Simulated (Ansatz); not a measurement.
Computed with Ansatz, DFT PBE, scalar-relativistic, plane waves, PAW. All cells share a 420 eV cutoff and Γ-centred k meshes spaced at most about 0.3 Å⁻¹ (about 0.25 or finer for metals, 2π included). No spin polarisation in the final relaxations.

Temperature and zero-point effects are left out.

Two relaxed structures of TiH₄:

1.

```
Ti H
1.0
     2.48552    0.00000    0.00000
     0.00000    2.86882    0.00000
     0.00000    0.00000    5.97107
Ti H
1 4
Cartesian
  0.0000 0.0000 0.0000
  1.2428 0.0000 4.5234
  1.2428 1.4344 0.9739
  1.2428 1.4344 4.9972
  1.2428 0.0000 1.4477
```

2.

```
Ti H
1.0
     1.70981   -2.78909    0.00000
     1.70981    2.78909    0.00000
     0.00000    0.00000    3.34521
Ti H
1 4
Direct
  0.00000 0.00000 0.00000
  0.66065 0.33935 0.00000
  0.33935 0.66065 0.00000
  0.77608 0.77608 0.50000
  0.22392 0.22392 0.50000
```

Question: Which would you expect to be lower, and how large is the difference?

Answer: Cell 2 is lower, by 182 meV/atom. Cell 1 has space group Pmmm (No. 47), 8.5 Å³/atom and no gap on its mesh; cell 2 has space group Cmmm (No. 65), 6.4 Å³/atom and no gap. Counting H atoms around Ti (those within 1.25 times the shortest such distance or 1.15 times the sum of covalent radii, 1.27 where that leaves under three; a plus sign parts nearer from farther groups), cell 1 has Ti 4+8 and cell 2 has Ti 10. In cell 1, Ti is surrounded by 4 H at 1.91 Å, 8 H at 2.13 Å, 2 Ti at 2.49 Å and 2 Ti at 2.87 Å; around H on its first site lie 2 H at 1.51 Å and 2 Ti at 1.91 Å; H on its second site has 2 H at 1.51 Å, 1 H at 1.95 Å and 4 Ti at 2.13 Å. In cell 2, around Ti lie 10 H at 1.84–1.93 Å; around H on a site of symmetry m2m lie 1 H at 1.79 Å, 3 Ti at 1.89–1.93 Å, 2 H at 1.98 Å and 4 H at 2.12 Å; H on a site of symmetry 2mm has 1 H at 1.53 Å, 2 Ti at 1.84 Å, 1 H at 1.89 Å and 4 H at 2.12 Å. Both come from invented guesses.

With hydrogen, zero-point motion can shift such differences by 10 meV/atom or more. Cells relaxed within their symmetry can be saddle points.
